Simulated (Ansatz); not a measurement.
**MoS2: the cell at several levels of theory**

Cell and atoms of MoS2 built on the database structure prototype are relaxed in turn with PBE-D3(BJ), r2SCAN+rVV10 and PBE-D4.

The runs shown are made with Ansatz 0.2.0. PAW datasets, plane waves, zero pressure. (Simulation; spin polarisation is off.)

### 1 The cell

It is hexagonal, P-6m2 (No. 187); a = 3.184 Å, c = 17.335 Å in the conventional setting, 50.73 Å³ an atom. Around Mo lie 6 S at 2.41 Å; around S lie 3 Mo at 2.41 Å.

Structure file:

```
Mo S
1.0
     3.18413    0.00000    0.00000
    -1.59206    2.75753    0.00000
     0.00000    0.00000   17.33460
Mo S
1 2
Direct
  0.00000 0.00000 0.00000
  0.33333 0.66667 0.08949
  0.33333 0.66667 0.91051
```

### 2 PBE-D3(BJ): cell and atoms

Contents of input.yaml:

```yaml
crystal:
  lattice:
    - [3.1841260822, 0.0, 0.0]
    - [-1.5920630411, 2.757534076, 0.0]
    - [0.0, 0.0, 17.33459995]
  atoms:
    - { symbol: Mo, position: [0.0, 0.0, 0.0] }
    - { symbol: S, position: [0.33333333, 0.66666667, 0.08949298] }
    - { symbol: S, position: [0.33333333, 0.66666667, 0.91050702] }
kpoints:
  mp_grid: { grid: [12, 12, 2] }
hamiltonian:
  xc: pbe
  dispersion: d3bj
scf:
  occupations: { method: fermi_dirac, width: 0.02 }
relax:
  f_tol: 0.005
  cell: {}
```

The run is started by

```
$ ansatz run input.yaml --threads 2 --pin off --max-ram 2211MiB --backend cpu --events-out ev --progress --plain --runs-dir out
```

After this run come: Relaxation with r2SCAN+rVV10; PBE-D4: cell and atoms.

Q: Predict the outcome of this session. Wanted: for each run, a; c; volume; space group; SCF geometries.

The runs gave:

```
       level  a (Å)  c (Å)  volume (Å³/atom)  space group  SCF geometries
  PBE-D3(BJ)  3.149  6.689            19.146        P-6m2              37
r2SCAN+rVV10  3.171  6.810            19.767        P-6m2               7
      PBE-D4  3.153  6.684            19.182        P-6m2               4
```

**Reading.** From the start to the first minimum the volume moved by -62.3 %. PBE-D3(BJ) gives the smallest cell and r2SCAN+rVV10 the largest; they differ by 3.2 % in volume, a mean of 1.1 % in length. The meshes differ: PBE-D3(BJ) 12×12×2, r2SCAN+rVV10 12×12×4, PBE-D4 12×12×4.
